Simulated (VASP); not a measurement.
# SrO (R3m) in VASP: a series of runs, part 2 of 2

VASP 6.6.1. The steps go on from the part before.

## (3) Single point, r2SCAN (all Sr atoms moved +0.312 Å, as atom 1 along Cartesian [1 1 1])

File POSCAR:

```
SrO
1.0
    0.0000000000      2.5801476905      2.5801476905
    2.5801476905      0.0000000000      2.5801476905
    2.5801476905      2.5801476905      0.0000000000
Sr O
1 1
Direct
    0.0349634945      0.0349634945      0.0349634945
    0.5000000000      0.5000000000      0.5000000000
```

File INCAR.step1:

```
ALGO = Normal
EDIFF = 1E-4
ENCUT = 520
GGA = PE
ISMEAR = 0
LASPH = True
LCHARG = False
LREAL = False
LWAVE = True
NBANDS = 15
NELM = 100
PREC = Accurate
SIGMA = 0.05
```

File INCAR.step2:

```
ALGO = Normal
EDIFF = 1E-6
ENCUT = 520
ISIF = 2
ISMEAR = 0
ISTART = 1
LASPH = True
LCHARG = False
LMIXTAU = True
LREAL = False
LWAVE = False
METAGGA = R2SCAN
NBANDS = 15
NELM = 100
PREC = Accurate
SIGMA = 0.05
```

File KPOINTS:

```
k-points
0
Gamma
  8 8 8
```

Potentials or basis: VASP PAW PBE potentials, release 64 (Sr_sv, O).

Started as:

```
cat potpaw_PBE.64/Sr_sv/POTCAR potpaw_PBE.64/O/POTCAR > POTCAR
cp INCAR.step1 INCAR
mpirun -np 1 vasp_std > vasp.out
cp INCAR.step2 INCAR
mpirun -np 1 vasp_std > vasp.out
```

OUTCAR:

```text
EDIFF = 1E-6
   ENCUT = 520
   ISIF = 2
   ISMEAR = 0
   ISTART = 1
   LASPH = True
   LREAL = False
   METAGGA = R2SCAN
   NELM = 100
   PREC = Accurate

 ion  position               nearest neighbor table
   1  0.035  0.035  0.035-   2 2.41   2 2.41   2 2.41   2 2.77   2 2.77   2 2.77
   2  0.500  0.500  0.500-   1 2.41   1 2.41   1 2.41   1 2.77   1 2.77   1 2.77

  LATTYP: Found a face centered cubic cell.
 ALAT       =     5.1602953810

  Lattice vectors:

 A1 = (   0.0000000000,   2.5801476905,   2.5801476905)
 A2 = (   2.5801476905,   0.0000000000,   2.5801476905)
 A3 = (   2.5801476905,   2.5801476905,   0.0000000000)

Analysis of symmetry for initial positions (statically):
=====================================================================
 Subroutine PRICEL returns:
 Original cell was already a primitive cell.

 Routine SETGRP: Setting up the symmetry group for a
 face centered cubic supercell.

 Subroutine GETGRP returns: Found  6 space group operations
 (whereof  6 operations were pure point group operations)
 out of a pool of 48 trial point group operations.

The static configuration has the point symmetry C_3v.

Analysis of symmetry for dynamics (positions and initial velocities):
=====================================================================
 Subroutine PRICEL returns:
 Original cell was already a primitive cell.

 Routine SETGRP: Setting up the symmetry group for a
 face centered cubic supercell.

 Subroutine GETGRP returns: Found  6 space group operations
 (whereof  6 operations were pure point group operations)
 out of a pool of 48 trial point group operations.

The dynamic configuration has the point symmetry C_3v.

 Subroutine INISYM returns: Found  6 space group operations
 (whereof  6 operations are pure point group operations),
 and found     1 'primitive' translations

----------------------------------------------------------------------------------------

                                     Primitive cell
[... 121 lines left out ...]
   LRPA    =     F    only Hartree local field effects (RPA)
 non-spin polarized calculation
 Gauss-broadening in eV      SIGMA  =   0.05
  energy-cutoff  :      520.00
  volume of cell :       34.35
 maximum number of plane-waves:       941
   NGX = 13   NGY = 13   NGZ = 13

 number of electron      15.9999998 magnetization

 Free energy of the ion-electron system (eV)
  ---------------------------------------------------
  ext. energy  EPLUGINS =         0.00000000
  ---------------------------------------------------
  free energy    TOTEN  =       -26.93197750 eV

  energy without entropy =      -26.93197750  energy(sigma->0) =      -26.93197750

 E-fermi :   1.4002     XC(G=0): -10.5087

 val. band max:        1.1237557714   @ k =   0.5000   0.5000   0.0000
 cond. band min:       5.5161317116   @ k =   0.5000   0.5000   0.0000
 fundamental gap:      4.3923759402
 Fermi energy:         1.4001790389

 k-point     1 :       0.0000    0.0000    0.0000
  band No.  band energies     occupation
      1     -32.1514      2.00000
      2     -14.9306      2.00000
      3     -13.1892      2.00000
      4     -13.1892      2.00000
      5     -13.0503      2.00000
      6       1.0235      2.00000
      7       1.0623      2.00000
      8       1.0623      2.00000
      9       5.7853      0.00000
     10       8.1853      0.00000
     11       8.1853      0.00000
     12       8.5764      0.00000
     13      10.6668      0.00000
     14      10.6668      0.00000
[... 401 lines left out ...]
      2     -15.7885      2.00000
      3     -13.4261      2.00000
      4     -13.2269      2.00000
      5     -12.3733      2.00000
      6      -0.3506      2.00000
      7       0.3342      2.00000
      8       0.8584      2.00000
      9       7.5015      0.00000
     10       8.5788      0.00000
     11       9.3095      0.00000
     12      10.5865      0.00000
     13      12.3774      0.00000
     14      12.8253      0.00000
     15      18.1106      0.00000

 [... further k-points ...]

------------------------ aborting loop because EDIFF is reached ----------------------------------------

  FORCE on cell =-STRESS in cart. coord.  units (eV):
  Direction    XX          YY          ZZ          XY          YZ          ZX
  --------------------------------------------------------------------------------------
  -------------------------------------------------------------------------------------
  Total        0.6835465      0.6835465      0.6835465     -0.1351519     -0.1351519     -0.1351519
  in kB       31.8797554     31.8797554     31.8797554     -6.3033152     -6.3033152     -6.3033152
  external PRESSURE =      31.8797554 kB  Pullay stress =       0.0000000 kB

 VOLUME and BASIS-vectors are now :
 -----------------------------------------------------------------------------
  energy-cutoff  :      520.00
  volume of cell :       34.35
      direct lattice vectors                 reciprocal lattice vectors
     0.000000000  2.580147691  2.580147691    -0.193787356  0.193787356  0.193787356
     2.580147691  0.000000000  2.580147691     0.193787356 -0.193787356  0.193787356
     2.580147691  2.580147691  0.000000000     0.193787356  0.193787356 -0.193787356

 POSITION                                       TOTAL-FORCE (eV/Angst)
 -----------------------------------------------------------------------------------
      0.18042      0.18042      0.18042        -0.476055     -0.476055     -0.476055
      2.58015      2.58015      2.58015         0.476055      0.476055      0.476055
 -----------------------------------------------------------------------------------
    total drift:                                0.000458      0.000458      0.000458

  FREE ENERGIE OF THE ION-ELECTRON SYSTEM (eV)
  ---------------------------------------------------
  free  energy   TOTEN  =       -26.9319774983 eV

  energy  without entropy=      -26.9319774983  energy(sigma->0) =      -26.93197750
```

It took 53 s on 1 thread of Intel Xeon 6975P-C (Granite Rapids), shared host; peak memory 0.18 GiB.

Results:

```yaml
Free_energy: -26.9320 eV
Pressure: 3.2 GPa
Largest_force: 0.825 eV/Å
Band_gap_on_the_k_mesh: 4.39 eV, direct
```

Forces in eV/Å, atoms in the order of the input:
```
Sr  -0.476 -0.476 -0.476
O    0.476  0.476  0.476
```

Caveat: the PAW data sets were made with another functional, which shifts forces and pressure a little.

## (4) Single point, r2SCAN (all Sr atoms moved +0.062 Å, as atom 1 along Cartesian [1 1 1])

Changes to POSCAR since step 3:

```diff
@@ -8,3 +8,3 @@
 Direct
-    0.0349634945      0.0349634945      0.0349634945
+    0.0069926989      0.0069926989      0.0069926989
     0.5000000000      0.5000000000      0.5000000000
```

File INCAR.step1:

```
SYSTEM = SrO
PREC     = Accurate       ! precision mode
ENCUT    = 520            ! plane-wave cutoff, eV
ISMEAR   = 0              ! smearing method
SIGMA    = 0.05           ! smearing width, eV
LREAL    = .FALSE.        ! projectors in reciprocal space
LASPH    = .TRUE.         ! aspherical terms in the spheres
NELM     = 100            ! most SCF steps
NBANDS   = 15             ! bands
GGA      = PE             ! functional
ALGO     = Normal         ! electronic algorithm
EDIFF    = 1E-4           ! SCF threshold, eV
LWAVE    = .TRUE.         ! write WAVECAR
LCHARG   = .FALSE.        ! write CHGCAR
```

File INCAR.step2:

```
SYSTEM = SrO
PREC     = Accurate       ! precision mode
ENCUT    = 520            ! plane-wave cutoff, eV
EDIFF    = 1E-7           ! SCF threshold, eV
ISMEAR   = 0              ! smearing method
SIGMA    = 0.05           ! smearing width, eV
LREAL    = .FALSE.        ! projectors in reciprocal space
LASPH    = .TRUE.         ! aspherical terms in the spheres
NELM     = 100            ! most SCF steps
ALGO     = Normal         ! electronic algorithm
ISIF     = 2              ! what is computed and relaxed
LWAVE    = .FALSE.        ! write WAVECAR
LCHARG   = .TRUE.         ! write CHGCAR
METAGGA  = R2SCAN         ! meta-GGA
LMIXTAU  = .TRUE.       
LELF     = .TRUE.         ! ELF
LVHAR    = .TRUE.       
NBANDS   = 15             ! bands
ISTART   = 1
```

File KPOINTS:

```
Automatic mesh
0
G
  8 8 8
  0 0 0
```

Started as:

```
cat potpaw_PBE.64/Sr_sv/POTCAR potpaw_PBE.64/O/POTCAR > POTCAR
cp INCAR.step1 INCAR
mpirun -np 1 vasp_std > vasp.out
cp INCAR.step2 INCAR
mpirun -np 1 vasp_std > vasp.out
```

It took 60 s on 1 thread of Intel Xeon 6975P-C (Granite Rapids), shared host; peak memory 0.19 GiB.

Results (log left out):

```yaml
Free_energy: -27.0511 eV
Pressure: 0.6 GPa
Largest_force: 0.152 eV/Å
Band_gap_on_the_k_mesh: 3.78 eV, indirect (least direct gap 3.86 eV)
```

Forces on the atoms (eV/Å):
```
Sr  -0.088 -0.088 -0.088
O    0.088  0.088  0.088
```

Levels at points of the mesh, in eV from the valence-band top:
```csv
k point,band 6,band 7,band 8,band 9,band 10,band 11
"(0.00, 0.00, 0.00)",0.00,0.00,0.00,4.59,6.77,6.77
"(0.50, 0.00, 0.00)",-2.09,-1.10,-1.09,7.07,8.94,9.42
"(0.50, 0.50, 0.50)",-2.09,-1.10,-1.10,7.07,9.02,9.44
"(0.50, 0.50, 0.00)",-0.44,-0.10,-0.09,3.78,8.44,10.87
```

Caveat: the PAW data sets were made with another functional, which shifts forces and pressure a little.

## (5) The runs side by side

```csv
cell,gap on the mesh (eV),pressure (GPa),largest force (eV/Å)
"all Sr atoms moved +0.438 Å, as atom 1 along Cartesian [1 1 1]",4.62,5.8,1.21
"all Sr atoms moved +0.312 Å, as atom 1 along Cartesian [1 1 1]",4.39,3.2,0.82
"all Sr atoms moved +0.062 Å, as atom 1 along Cartesian [1 1 1]",3.78,0.6,0.15
```

Alike in all rows: task single point; level r2SCAN; potentials or basis VASP PAW PBE potentials, release 64 (Sr_sv, O); no spin polarisation; k mesh 8 × 8 × 8; cutoff (eV) 520; smearing gaussian 0.05 eV.

Caveats: the PAW data sets were made with another functional, which shifts forces and pressure a little.

Total energies depend on the potentials used, so only differences within one code and one set of settings carry meaning.
